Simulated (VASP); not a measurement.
## CdS in VASP 6.6.1, single-point calculation

INCAR

```
ISIF = 2
NBANDS = 16
EDIFF = 1E-7
LCHARG = .FALSE.
LWAVE = .FALSE.
MAGMOM = 2 -2
NELM = 59
LREAL = .FALSE.
LASPH = .TRUE.
ISPIN = 2
SIGMA = 0.02
PREC = Accurate
GGA = PE
IBRION = -1
ISMEAR = -1
NSW = 0
ENCUT = 520
```

KPOINTS

```
KPOINTS created by Atomic Simulation Environment
0
Gamma
8 8 8
0 0 0
```

POSCAR

```
Cd S
 1.0000000000000000
     0.0000000000000000    2.8510383978000000    2.8510383978000000
     2.8510383978000000    0.0000000000000000    2.8510383978000000
     2.8510383978000000    2.8510383978000000    0.0000000000000000
 Cd  S
   1   1
Cartesian
  0.0000000000000000  0.0000000000000000  0.0000000000000000
  1.4255191988999998  1.4255191988999998  1.4255191988999998
```

The recommended PBE PAW datasets give the neutral cell 18 valence electrons.

Command

```
mpirun -np 1 vasp_std
```

How does this run end, and what does it give?

It converged. Results: pressure 8.6 GPa; magnetic moment of the cell 0.00 μB.

OSZICAR

```
N       E                     dE             d eps       ncg     rms          rms(c)
DAV:   1     0.112488056208E+03    0.11249E+03   -0.91200E+03  1888   0.104E+03
DAV:   2    -0.117961549819E+01   -0.11367E+03   -0.10717E+03  2320   0.257E+02
DAV:   3    -0.533368989268E+01   -0.41541E+01   -0.41465E+01  2296   0.518E+01
DAV:   4    -0.535848817885E+01   -0.24798E-01   -0.24796E-01  2304   0.392E+00
DAV:   5    -0.535880297912E+01   -0.31480E-03   -0.31480E-03  2312   0.420E-01    0.141E+01
DAV:   6    -0.596534032949E+01   -0.60654E+00   -0.12133E+00  2496   0.146E+01    0.840E+00
DAV:   7    -0.600459654985E+01   -0.39256E-01   -0.33781E-01  2152   0.501E+00    0.515E+00
DAV:   8    -0.600417146935E+01    0.42508E-03   -0.32894E-02  2152   0.141E+00    0.245E+00
DAV:   9    -0.600317787747E+01    0.99359E-03   -0.34816E-03  2112   0.602E-01    0.425E-01
DAV:  10    -0.600381607122E+01   -0.63819E-03   -0.17963E-03  2176   0.371E-01    0.122E-01
DAV:  11    -0.600396016387E+01   -0.14409E-03   -0.20402E-04  2184   0.124E-01    0.836E-02
DAV:  12    -0.600401671958E+01   -0.56556E-04   -0.33688E-05  2208   0.423E-02    0.507E-02
DAV:  13    -0.600404205699E+01   -0.25337E-04   -0.23663E-05  2104   0.322E-02    0.147E-02
DAV:  14    -0.600404464620E+01   -0.25892E-05   -0.36246E-06  2360   0.145E-02    0.380E-03
DAV:  15    -0.600404501013E+01   -0.36392E-06   -0.32471E-07  2168   0.428E-03    0.266E-03
DAV:  16    -0.600404512029E+01   -0.11016E-06   -0.18937E-07  2200   0.296E-03    0.946E-04
DAV:  17    -0.600404510798E+01    0.12310E-07   -0.19861E-08  1776   0.114E-03
   1 F= -.60040451E+01 E0= -.60040451E+01  d E =-.661738E-11  mag=     0.0000
```

Standard output (part)

```
POSCAR found type information on POSCAR CdS
 POSCAR found :  2 types and       2 ions
 LDA part: xc-table for (Slater+PW92), standard interpolation
 POSCAR, INCAR and KPOINTS ok, starting setup
 WAVECAR not read
 entering main loop
```

For comparison, a separate PBE run of the intended cell, on usual settings and not on those above, gives a gap of 1.30 eV on its mesh and a pressure of 8.6 GPa.
